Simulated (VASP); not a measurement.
A run of VASP 6.6.1:

The input run.py:

```python
from ase import Atoms
from ase.calculators.vasp import Vasp
from ase.dft.bandgap import bandgap

atoms = Atoms(
    ['Pb', 'Pb', 'Pb', 'Pb'],
    cell=[[3.492824656349071, -5.647555178573634e-17, -3.2288357744118014e-18], [-1.7464123281745354, 3.024874883362947, 3.2288357744118014e-18], [0.0, 0.0, 23.555638169067226]],
    scaled_positions=[[0.6666666666666666, 0.3333333333333333, 0.31839510974696683], [0.33333333333333326, 0.6666666666666666, 0.4394650365823222], [0.0, 0.0, 0.5605349634176777], [0.6666666666666665, 0.33333333333333326, 0.6816048902530332]],
    pbc=True,
)
atoms.set_initial_magnetic_moments([[0.5, 0.0, 0.0], [0.5, 0.0, 0.0], [0.5, 0.0, 0.0], [0.5, 0.0, 0.0]])
calc = Vasp(
    directory='calc',
    xc='revpbe',
    pp='PBE',
    setups='recommended',
    prec='Accurate',
    encut=520,
    ediff=1e-06,
    ismear=0,
    sigma=0.05,
    lreal=False,
    lasph=True,
    nelm=80,
    algo='Fast',
    isif=2,
    lwave=False,
    lcharg=False,
    lorbit=11,
    lsorbit=True,
    gga_compat=False,
    lorbmom=True,
    ldipol=True,
    idipol=3,
    dipol=[0.5, 0.5, 0.5],
    ivdw=13,
    kpts=[7, 7, 1],
    gamma=True,
    nbands=70,
)
atoms.calc = calc

print('energy (eV):', atoms.get_potential_energy())
print('free energy (eV):', atoms.get_potential_energy(force_consistent=True))
print('forces (eV/A):')
print(atoms.get_forces())
print('stress (eV/A^3, Voigt):', atoms.get_stress())
print('Fermi level (eV):', calc.get_fermi_level())
gap, top, bottom = bandgap(calc)
print('band gap (eV):', gap, 'from (spin, k, band)', top, 'to', bottom)
```

Potentials or basis: VASP PAW PBE potentials, release 64 (Pb_d).

Run with:

```sh
$ python run.py
```

Hardware: 1 thread of Intel(R) Xeon(R) 6975P-C (Granite Rapids), on a shared host.

Q: Estimate the wall time of this run.

A: Run time: 16 min on 1 thread of Intel(R) Xeon(R) 6975P-C (Granite Rapids), on a shared host, peak memory 1.1 GiB. Counts: scf iterations 26, k points 16.
